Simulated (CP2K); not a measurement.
CdTe:

```xyz
2
Lattice="4.5326 0.0000 0.0000 2.2663 3.9253 0.0000 2.2663 1.3084 3.7008" Properties=species:S:1:pos:R:3 pbc="T T T"
Te    6.7988    3.9253    2.7756
Cd    0.0000    0.0000    0.0000
```

Base run:

| Quantity | Value |
| --- | --- |
| Program | CP2K 2026.2 |
| Functional | RPBE |
| Potentials or basis | POTENTIAL_UZH Te GTH-PBE-q6, Cd GTH-PBE-q12; TZVP-MOLOPT-PBE-GTH basis |
| Density cutoff | 9184 eV |
| k mesh | 7 × 7 × 7 |
| Occupations | fermi-dirac, width 0.05 eV |
| Spin | no spin polarisation |

Its results: band gap on the k mesh 1.01 eV, direct; pressure 6.1 GPa.

The run is repeated on the same cell with these changes: functional from RPBE to BLYP. What comes out?

Band gap on the k mesh 0.89 eV, direct; pressure 7.6 GPa.

Caveats: the potentials were made for another functional, which shifts forces and pressure; spin-orbit coupling is left out, which moves the levels of the heavy elements; the basis of atomic orbitals isn't converged, which shifts pressures, moduli and gaps.

Not every run made on this cell is shown here.
